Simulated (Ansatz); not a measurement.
## How many bands does the GW gap of As (honeycomb bilayer) need?

Wanted: a G0W0 gap for As (honeycomb bilayer) that is converged in bands and cutoff, or an estimate of the limit.

Calculated with Ansatz 0.2.0; G0W0 on PBE, plane waves, PAW; PAW set soft_1.

**1. The structure**

The cell holds 4 atoms: 4 As. Its edges and angles: a = 3.614 Å, b = 3.614 Å, c = 34.100 Å, α = 90.0°, β = 90.0°, γ = 120.0°. Regions: layer 1 (As-hc), 2 atoms (2 As); layer 2 (As-hc), 2 atoms (2 As). Vacuum lies along c.

The structure was relaxed with PBE-D3(BJ). The runs that relaxed it are not among those shown. The Coulomb interaction is cut off across the vacuum.

**2. 229 empty bands, screening to 41 eV**

Now the one-shot GW correction: screening in the RPA, then the self-energy of the levels asked for. This step takes PAW set soft_1 files.

input.yaml

```yaml
crystal:
  lattice:
    - [3.614021696, 0.0, 0.0]
    - [-1.807010848, 3.1298345985, 0.0]
    - [0.0, 0.0, 34.1]
  atoms:
    - { symbol: As, position: [0.3333333333, 0.6666666667, 0.4606872782] }
    - { symbol: As, position: [0.6666666667, 0.3333333333, 0.4201710997] }
    - { symbol: As, position: [0.0, 0.0, 0.5798289003] }
    - { symbol: As, position: [0.6666666667, 0.3333333333, 0.5394617589] }
  periodic: [true, true, false]
kpoints:
  mp_grid: { grid: [6, 6, 1] }
hamiltonian:
  xc: pbe
  pseudopotentials: { kind: paw, azcp: { folder: soft_1 } }
scf:
  occupations: { method: fixed }
gw:
  n_empty_bands: 229
  ecut_chi: 41
  qp_bands: [v2, c2]
  qp_kpoints: band_edges
  screening: { model: contour_deformation }
```

Launch:

```
$ ansatz run input.yaml --threads 4 --pin off --max-ram 17510MiB --backend cpu --events-out ev --progress --plain --runs-dir out
```

Numbers of over 12 decimals in the logs are rounded to 6 here.

The log of the run:

```text
Engine: ansatz 0.2.0, aarch64-unknown-linux-gnu
Pseudopotentials: kind: paw
Pseudopotential: As, paw, valence charge 15, recommended cutoff 420 eV (normal), soft_1/As.paw.azcp
Functional definition: PBE
  parameter kappa = 0.804
  parameter beta = 0.066725
  exchange = pbe_x(kappa = kappa, mu = beta*pi^2/3)
  correlation = pbe_c(beta = beta)
Crystal: 4 atoms, lattice volume = 385.715 Å³
Basis set: ecut = 420 eV, 7433 PW (Γ)
Bands: 36, of which v1, the nominal top of the filled ones, is band 30 counted from 1 (29 counted from 0)
Symmetry: 6 space group operations
Space group: P3m1 (ITA 156), of the structure as read, at distance tolerance 7.3e-5 Å
k-points: 7 of 36 (time reversal used)
Non-local potential: As, projectors of the file, l = 0: 2, l = 1: 2, l = 2: 3, l = 3: 1
PAW form: soft (Blöchl's): semilocal exchange-correlation on the pseudo side does not see the compensation charge
PAW one-centre angular grid: As, 590 points (default); XC on 64 Gauss nodes
Initial density: superposition of atomic densities (neutral atoms: chi_scale 0, normalization atom)
Initial wavefunctions: pseudopotential atomic-orbital guess
Functional: x = pbe(κ = 0.804, μ = 0.219515), c = pbe(β = 0.066725)
iter 1 solved again at ethr=8.92e-4 eV; its pass at ethr=3.10e-3 eV (dr2=5.35e-1 eV) is discarded
SCF iter   1: F=—  HF=-19424.538475 eV  |F-HF|=—  |Δ(HF+E_count)|=         —  Δρ=1.32e-2  dr2=5.41e-1  ethr=8.92e-4  ⟨swp⟩=1.9  Hψ=1257  notcnv=0  defer=26
preconditioner: auto → Resta (q_TF=auto, 2.001 Å⁻¹)  ε∞=1.9  [insulator: Δε(μ)=0.678 eV  Ē_g=8.934 eV  n_scr=20 (ndim 8)  ℏωp=8.5 eV  f_vac=0.726  ε∞_Penn≈1.9  vacuum switching on, ρ_ref=5.8e-3 e/Å³]
SCF iter   2: F=—  HF=-19424.488137 eV  |F-HF|=—  |Δ(HF+E_count)|=   5.03e-2  Δρ=7.10e-3  dr2=2.21e-1  ethr=8.92e-4  ⟨swp⟩=2.9  Hψ=308  notcnv=0  defer=28
SCF iter   3: F=—  HF=-19424.578293 eV  |F-HF|=—  |Δ(HF+E_count)|=   9.02e-2  Δρ=4.73e-3  dr2=1.46e0  ethr=3.69e-4  ⟨swp⟩=4.4  Hψ=459  notcnv=0  defer=28  recentre
SCF iter   4: F=—  HF=-19424.473127 eV  |F-HF|=—  |Δ(HF+E_count)|=   1.05e-1  Δρ=1.25e-3  dr2=5.44e-2  ethr=3.69e-4  ⟨swp⟩=4.4  Hψ=370  notcnv=0  defer=28
SCF iter   5: F=—  HF=-19424.468142 eV  |F-HF|=—  |Δ(HF+E_count)|=   4.98e-3  Δρ=6.22e-4  dr2=1.49e-3  ethr=9.06e-5  ⟨swp⟩=3.0  Hψ=361  notcnv=0  defer=28
SCF iter   6: F=—  HF=-19424.468559 eV  |F-HF|=—  |Δ(HF+E_count)|=   4.17e-4  Δρ=2.12e-4  dr2=1.50e-4  ethr=2.48e-6  ⟨swp⟩=3.0  Hψ=352  notcnv=0  defer=28
SCF iter   7: F=—  HF=-19424.468660 eV  |F-HF|=—  |Δ(HF+E_count)|=   1.01e-4  Δρ=4.01e-5  dr2=7.81e-6  ethr=2.50e-7  ⟨swp⟩=3.0  Hψ=352  notcnv=0  defer=28
SCF iter   8: F=—  HF=-19424.468666 eV  |F-HF|=—  |Δ(HF+E_count)|=   6.33e-6  Δρ=1.37e-5  dr2=7.56e-7  ethr=1.30e-8  ⟨swp⟩=3.6  Hψ=483  notcnv=0  defer=28
SCF iter   9: F=—  HF=-19424.468667 eV  |F-HF|=—  |Δ(HF+E_count)|=   1.08e-6  Δρ=4.47e-6  dr2=1.01e-7  ethr=1.26e-9  ⟨swp⟩=2.9  Hψ=481  notcnv=0  defer=28
SCF iter  10: F=-19424.468667 eV  HF=-19424.468667 eV  |F-HF|=1.75e-10  |Δ(HF+E_count)|=   9.30e-8  Δρ=9.94e-7  dr2=5.46e-9  ethr=1.67e-10  ⟨swp⟩=14.4  Hψ=1316  notcnv=0
SCF 1 converged in 10 iterations: F = -19424.468667 eV  dr2 = 5.46e-9
  greatest PAW one-centre occupation: 0.999 electrons in one spin orbital (limit 2), on the As atom at site 3 (counted from 0), in its partial waves of l = 2
NSCF: frozen V_eff on 7 k-points
G₀W₀ screening: q 1/7
[... further progress lines ...]
SCF converged after 10 iterations
Free energy (F): -19424.468667 eV
Harris-Foulkes:  -19424.468667 eV  (|F-HF|=1.75e-10)
Internal energy: -19424.468667 eV  (E = F + TS)
E sigma→0 (E₀):  -19424.468667 eV
Fermi energy:    -4.734252 eV
--- Per-component energies (eV) ---
  E_band       = -1830.615678
  E_kinetic    = 385.801527
  E_local      = -181200.348920  (includes V_loc(G=0)·N_el)
  E_nonlocal   = -1571.864060
  E_hartree    = 90648.648085
  E_xc         = -279.926677
  E_vxc        = -292.471972  (∫ρ·V_xc dr)
  E_paw        = -8053.483733  (= ΣΔE_a)
  E_vpaw       = -449.024267  (= ΣTr[D̂ρ^β])
  E_aug_tail   = -0.000027  (compensation charges beyond the density's cutoff)
  E_ewald      = 80646.705138
  E_smearing   = -0.000000  (= −TS)
  E_closure    = 0.000000  (closes the sum)
  Σ components = -19424.468667   (vs F -19424.468667, Δ=0.00e0)
--- Band table (eV; the first three rows and the last of 7) ---
  k-point 0: bands = [... 26 lower, -5.5657, -5.3575, -5.3575, -4.7912, -3.5973, -2.4814, -2.1147, -2.1147, ... 2 higher]
  k-point 1: bands = [... 26 lower, -6.3015, -6.2578, -5.9785, -4.7343, -3.1808, -2.8471, -1.5878 (-1.5878°), -1.2454 (-1.2454°), ... 2 higher]
  k-point 2: bands = [... 26 lower, -7.1473, -6.8303, -6.4706, -5.9409, -4.1155, -3.0224, -1.6309, -1.4100, ... 2 higher]
  k-point 6: bands = [... 26 lower, -8.1280, -7.5696, -7.3506, -6.7661, -3.6002, -3.2234, -1.4322, -0.5177, ... 2 higher]
  ° read free of the cell's end (the report's vacuum.weakly_bound_levels)
--- G₀W₀: contour deformation, 7 samples at zero and on the imaginary axis and 2 off it, 36 q-points, 229 empty bands' worth ---
  eigenvalues of the whole cell's RPA ε∞ on this k-mesh (on a slab, of 1 + 4πα/V) = 1.2229, 5.6594, 5.6594; static W/v taken at q = 0 is 0.369241
  gw.qp_kpoints: band_edges: 5 of 7 stored k-points solved, in 1 pass; an edge of the gap read off the rows below is read off those points alone
    valence top: of the k-points left out ik 4 came nearest to being solved in a further pass, in band 30 (counted from 1, as in the quasiparticle table): it holds the edge there only if its correction is more favourable than any solved in that band by at least 0.646 eV; those differ by 0.137 eV
    conduction bottom: of the k-points left out ik 5 came nearest to being solved in a further pass, in band 31 (counted from 1, as in the quasiparticle table): it holds the edge there only if its correction is more favourable than any solved in that band by at least 1.056 eV; those differ by 0.339 eV
    ik  band        ε_KS         Σx   Σc(E_QP)       V_xc       Z   E_QP_lin       E_QP  E_QP is
     0    29     -5.3575   -16.3153     1.3524   -14.9614  0.7413    -5.3589    -5.3590  root
     0    30     -4.7912   -13.7074     0.6639   -13.0147  0.7388    -4.8199    -4.8199  root
     0    31     -3.5973   -10.4591    -3.1598   -14.3243  0.7502    -2.8770    -2.8920  root
     0    32     -2.4814   -10.5245    -3.3327   -14.5509  0.7388    -1.7809    -1.7876  root
     1    29     -5.9785   -16.1722     1.5352   -14.5868  0.7347    -6.0276    -6.0287  root
     1    30     -4.7343   -14.8345     0.9529   -13.8628  0.7361    -4.7530    -4.7530  root
     1    31     -3.1808    -9.4921    -3.2272   -13.3031  0.7376    -2.5860    -2.5971  root
     1    32     -2.8471    -9.1753    -3.2099   -12.9354  0.7387    -2.2876    -2.2969  root
     2    29     -6.4706   -15.1005     1.7570   -13.1832  0.7075    -6.6320    -6.6310  root
     2    30     -5.9409   -15.2108     1.5639   -13.5278  0.7207    -6.0599    -6.0600  root
     2    31     -4.1155    -8.7787    -2.9502   -12.1690  0.7477    -3.6702    -3.6754  root
     2    32     -3.0224    -8.7369    -3.3137   -12.5407  0.7417    -2.5284    -2.5324  root
     3    29     -7.1476   -15.1391     2.0164   -12.9271  0.7015    -7.3462    -7.3432  root
     3    30     -6.6194   -15.1520     1.7757   -13.2207  0.7138    -6.7765    -6.7750  root
     3    31     -3.7179    -8.8743    -3.1363   -12.4809  0.7442    -3.2424    -3.2476  root
     3    32     -3.4609    -8.4147    -3.2219   -12.0654  0.7480    -3.0232    -3.0322  root
     6    29     -7.3506   -15.6160     2.2787   -13.1415  0.6886    -7.5473    -7.5464  root
     6    30     -6.7661   -15.8219     1.9847   -13.7062  0.7120    -6.8997    -6.8971  root
     6    31     -3.6002    -7.8323    -3.1050   -11.3033  0.7378    -3.2328    -3.2343  root
     6    32     -3.2234    -8.1447    -3.2084   -11.7877  0.7389    -2.7839    -2.7888  root
```

The job ended after 1.8 min (4 threads of Arm Neoverse V1, shared host; peak memory 2.5 GiB).

Reading the cycles: dr2 is the Hartree energy of the density residual (eV), the measure of convergence; HF is the Harris–Foulkes estimate of the energy, which meets the free energy F at convergence.

Numbers from this step:

* bands summed: 259
* plane waves in the screening matrix: 209
* q-points in the mesh: 36
* G0W0 gap on the mesh: 1.078 eV
* k of the valence top: 0, 0.1667, 0
* k of the conduction bottom: 0, 0.3333, 0
* starting gap on the mesh: 0.6188 eV
* Z at the valence top: 0.7361
* Z at the conduction bottom: 0.7477
* least direct G0W0 gap on the computed points: 1.928 eV

The gap on the mesh goes from 0.62 eV to 1.08 eV, a correction of +0.46 eV. Between the two edge states, bare exchange in place of the xc potential would open the gap by 4.36 eV, and correlation takes back 3.90 eV.

**3. 568 empty bands, screening to 75 eV**

Bands and screening cutoff are moved together, since each hides the error of the other.

input.yaml, as its differences from that of step 2:

```diff
@@ -18,5 +18,6 @@
   occupations: { method: fixed }
+  convergence: { dr2_threshold: 1.0e-10 }
 gw:
-  n_empty_bands: 229
-  ecut_chi: 41
+  n_empty_bands: 568
+  ecut_chi: 75.0
   qp_bands: [v2, c2]
```

The log of the run:

```text
[...]
Crystal: 4 atoms, lattice volume = 385.715 Å³
Basis set: ecut = 420 eV, 7433 PW (Γ)
Bands: 36, of which v1, the nominal top of the filled ones, is band 30 counted from 1 (29 counted from 0)
[... 1 set-up line as in the run before ...]
[...]
k-points: 7 of 36 (time reversal used)
[...]
SCF iter  15: F=-19424.468667 eV  HF=-19424.468667 eV  |F-HF|=2.91e-11  |Δ(HF+E_count)|=  6.55e-11  Δρ=2.26e-8  dr2=1.99e-11  ethr=1.00e-12  ⟨swp⟩=13.6  Hψ=1092  notcnv=0
SCF 1 converged in 15 iterations: F = -19424.468667 eV  dr2 = 1.99e-11
[...]
NSCF: frozen V_eff on 7 k-points
WARN: eigensolver did not converge (k=6): 2 band(s) unlocked after 6 eigensolves, warm-restarted (20 sweeps on the last) at ethr=1.06e-11 eV (storage-precision floor; scheduled 1.00e-12 eV) (lowest unlocked band 601, counted from 0; max residual 2.93e-4 eV among the unlocked bands, 2.93e-4 eV over every band; other slots of this pass that fall short are told together in one closing line; warning suppressed until the next SCF loop or pass starts)
G₀W₀ screening: q 1/7
[... further progress lines ...]
SCF converged after 15 iterations
Free energy (F): -19424.468667 eV
[...]
Internal energy: -19424.468667 eV  (E = F + TS)
E sigma→0 (E₀):  -19424.468667 eV
Fermi energy:    -4.734271 eV
[...]
--- Band table (eV; the first three rows and the last of 7) ---
  k-point 0: bands = [... 26 lower, -5.5657, -5.3575, -5.3575, -4.7912, -3.5974, -2.4814, -2.1147, -2.1147, ... 2 higher]
  k-point 1: bands = [... 26 lower, -6.3015, -6.2579, -5.9786, -4.7343, -3.1809, -2.8471, -1.5878 (-1.5878°), -1.2454 (-1.2454°), ... 2 higher]
  k-point 2: bands = [... 26 lower, -7.1474, -6.8303, -6.4706, -5.9410, -4.1155, -3.0224, -1.6309, -1.4100, ... 2 higher]
  k-point 6: bands = [... 26 lower, -8.1280, -7.5696, -7.3507, -6.7661, -3.6002, -3.2234, -1.4323, -0.5178, ... 2 higher]
  ° read free of the cell's end (the report's vacuum.weakly_bound_levels)
[...]
band pass: the eigensolver left bands unlocked in 1 slot; of largest residual, k=6: 1 band unlocked, the lowest band 602 (counted from 1), max residual 7.00e-5 eV over all its bands; `*` marks the rows of those k-points, and any row can be off: every row's sums read bands of every k-point
[...]
0    29     -5.3575   -16.3153     0.9913   -14.9614  0.7369    -5.7246    -5.7201  root
     0    30     -4.7912   -13.7074     0.3883   -13.0147  0.7345    -5.0977    -5.0955  root
     0    31     -3.5974   -10.4591    -3.4081   -14.3243  0.7462    -3.1340    -3.1403  root
     0    32     -2.4814   -10.5244    -3.6268   -14.5509  0.7340    -2.0746    -2.0818  root
     1    29     -5.9786   -16.1722     1.1958   -14.5868  0.7300    -6.3719    -6.3681  root
     1    30     -4.7343   -14.8345     0.6397   -13.8628  0.7314    -5.0690    -5.0663  root
     1    31     -3.1809    -9.4921    -3.4603   -13.3031  0.7342    -2.8269    -2.8303  root
     1    32     -2.8471    -9.1753    -3.4417   -12.9354  0.7359    -2.5253    -2.5288  root
[...]
3    29     -7.1476   -15.1391     1.7638   -12.9271  0.6991    -7.6036    -7.5958  root
     3    30     -6.6194   -15.1520     1.5080   -13.2207  0.7088    -7.0498    -7.0428  root
     3    31     -3.7179    -8.8743    -3.3391   -12.4809  0.7416    -3.4496    -3.4504  root
     3    32     -3.4609    -8.4148    -3.4165   -12.0654  0.7457    -3.2237    -3.2268  root
     6    29     -7.3507   -15.6160     2.0201   -13.1415  0.6878    -7.8130    -7.8051  root *
     6    30     -6.7661   -15.8219     1.6953   -13.7062  0.7078    -7.1937    -7.1865  root *
     6    31     -3.6002    -7.8323    -3.2814   -11.3033  0.7357    -3.4117    -3.4107  root *
     6    32     -3.2234    -8.1447    -3.3963   -11.7877  0.7369    -2.9755    -2.9768  root *
```

It took 11 min on 4 threads; peak memory 7 GiB.

This step gave:

| Quantity | Value |
| --- | --- |
| bands summed | 598 |
| plane waves in the screening matrix | 607 |
| q-points in the mesh | 36 |
| G0W0 gap on the mesh | 1.199 eV |
| k of the valence top | 0, 0.1667, 0 |
| k of the conduction bottom | 0, 0.3333, 0 |
| starting gap on the mesh | 0.6188 eV |
| Z at the valence top | 0.7314 |
| Z at the conduction bottom | 0.7452 |
| least direct G0W0 gap on the computed points | 1.955 eV |

Against the run with 6×6×1 mesh, 229 empty bands, screening to 41 eV, PAW set soft_1 files, the gap moves by +0.12 eV.

**4. The runs together**

Times are wall times on 4 threads of Arm Neoverse V1, shared host, good to a factor of about two.

```csv
mesh,files,frequency,bands summed,cutoff (eV),start (eV),G0W0 (eV),time,host memory (GiB)
6×6×1,PAW set soft_1,contour deformation,259,41,0.619,1.078,1.8 min,2.5
6×6×1,PAW set soft_1,contour deformation,598,75,0.619,1.199,11 min,7.0
```

The parts of the quasiparticle energy at the two band edges (eV; QP = start + Σx + Σc − Vxc):

```csv
run,edge,start,Σx,Σc,Vxc,Z,QP
259 bands,valence top,-4.73,-14.83,0.95,-13.86,0.74,-4.75
259 bands,conduction bottom,-4.12,-8.78,-2.95,-12.17,0.75,-3.68
598 bands,valence top,-4.73,-14.83,0.64,-13.86,0.73,-5.07
598 bands,conduction bottom,-4.12,-8.78,-3.14,-12.17,0.75,-3.87
```

**5. Results**

| Property | Result |
| --- | --- |
| 259 bands, 41 eV | 1.078 eV |
| 598 bands, 75 eV | 1.199 eV |
| estimated limit in bands and cutoff | 1.29 eV |
| mesh and start | 6×6×1, PBE |

In words: A line in one over the bands through the two rungs gives 1.29 eV, +0.09 eV from the top rung; with two points alone it is an unchecked estimate. The rungs stand 0.21 eV (259 bands) and 0.09 eV (598 bands) from it. From 259 to 598 bands the gap moves by +0.12 eV while the time grows 6.3-fold. Σc changes by −0.31 eV at the valence top and −0.19 eV at the conduction bottom, so the levels themselves move more than the gap between them. The 6×6×1 mesh misses a band edge: over a band path and its finer mesh (run apart) the PBE gap is 0.39 eV, so the G0W0 gap over the zone may lie about 0.23 eV below its value on the mesh. The mesh in the plane is coarse for a sheet; gap and any exciton binding can still move on denser ones. The many-body steps are scalar-relativistic: spin-orbit coupling is not in them.

[Paths, hosts, dates, memory and timing lines, banners, echoed tables and standing remarks are left out of the program output.]

[Logs are printed without paths, hosts, clocks, repeated set-up lines and the standing remarks that a program may print on its own settings, such as how far it seeks lower states.]

[Runs of the session that timed out or met a known fault of the program may be left out.]

[Cells called generated may have been cut or substituted from an entry of the Crystallography Open Database or the Materials Project.]

[Hosts, paths, dates, database ids (printed as entryN), source tags and the programs' standing remarks are cut or masked in the printed files.]
